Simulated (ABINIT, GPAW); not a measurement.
This is a calculation of Au for ABINIT 10.8.3 (patched build). Atoms were shifted at random by some hundredths of an Å from the given cell, which wasn't relaxed again for these runs. This isn't the form of Au at room conditions, which is fcc.

File run.abi:

```
# Pseudopotentials
pp_dirpath "./"
pseudos "Au.upf"

# Structure
acell 2.9196899571 2.9196899571 4.89316961 Angstrom
rprim
     0.4833766550    -0.8754124796     0.0000000000
     0.4833766550     0.8754124796     0.0000000000
     0.0000000000     0.0000000000     1.0000000000
ntypat 1
znucl 79
natom 2
typat 1 1
xred
     0.3342500000     0.6523620000     0.2519250000
     0.6527590000     0.3125790000     0.7416850000
chkprim 0
chksymtnons 0
tolsym 1.0e-6

# Plane-wave basis
ecut 38.0

# k points
kptopt 1
ngkpt 11 11 6
nshiftk 1
shiftk 0.0 0.0 0.0

# Exchange and correlation
ixc -116133

# Bands and occupations
nband 23
occopt 3
tsmear 0.00183747

# SCF cycle
nstep 100
tolvrs 1.0e-10

# Output
iomode 3
prtwf 0
prtden 0
prteig 0
prtebands 0
```

Potentials or basis: PseudoDojo NC SR PBEsol v0.4.1 standard.

Command:

```sh
$ abinit run.abi > log 2>&1
```

Problem. Translate it to GPAW 26.7.0 (ASE script). Potentials or basis there: PAW data sets generated for this functional, cutoff 600 eV.

Solution. As run (cutoffs and basis follow the program's own potentials, and thresholds, step limits or extra output files can differ):

File run.py:

```python
from ase import Atoms
from ase.dft.bandgap import bandgap
from ase.io import write
from ase.units import GPa
from gpaw import GPAW, PW, setup_paths

setup_paths.insert(0, '.')

atoms = Atoms(['Au', 'Au'],
              cell=[[1.411309965, -2.555933025, 0.0],
                    [1.411309965, 2.555933025, 0.0],
                    [0.0, 0.0, 4.89316961]],
              scaled_positions=[[0.33425, 0.652362, 0.251925],
                                [0.652759, 0.312579, 0.741685]],
              pbc=True)

calc = GPAW(mode=PW(600),
            xc='PBEsol',
            kpts={'size': (11, 11, 6), 'gamma': True},
            occupations={'name': 'fermi-dirac', 'width': 0.05},
            nbands=23,
            convergence={'density': 1e-05, 'energy': 1e-05},
            maxiter=150,
            txt='gpaw.txt')
atoms.calc = calc
energy = atoms.get_potential_energy()
forces = atoms.get_forces()
stress = atoms.get_stress()
calc.write('gs.gpw')
write('result.traj', atoms)
print(f'Energy: {energy:.6f} eV')
print('Forces (eV/A):')
print(forces.round(4))
print('Stress (GPa):', (stress / GPa).round(3))
print('Fermi level:', round(calc.get_fermi_level(), 4), 'eV')
print(f'Gap: {bandgap(calc)[0]:.4f} eV, direct: {bandgap(calc, direct=True)[0]:.4f} eV')
```

Potentials or basis: PAW data sets generated in the run's folder for this functional, pw.

Command:

```sh
$ gpaw-setup -f PBEsol Au
$ OMP_NUM_THREADS=1 python run.py
```

Both were run:

|  | ABINIT | GPAW |
| --- | --- | --- |
| Pressure | -5.4 GPa | -2.6 GPa |
| Largest force | 0.273 eV/Å | 0.309 eV/Å |

The potentials hold 38 and 22 valence electrons a cell.

Pressure is positive in compression.
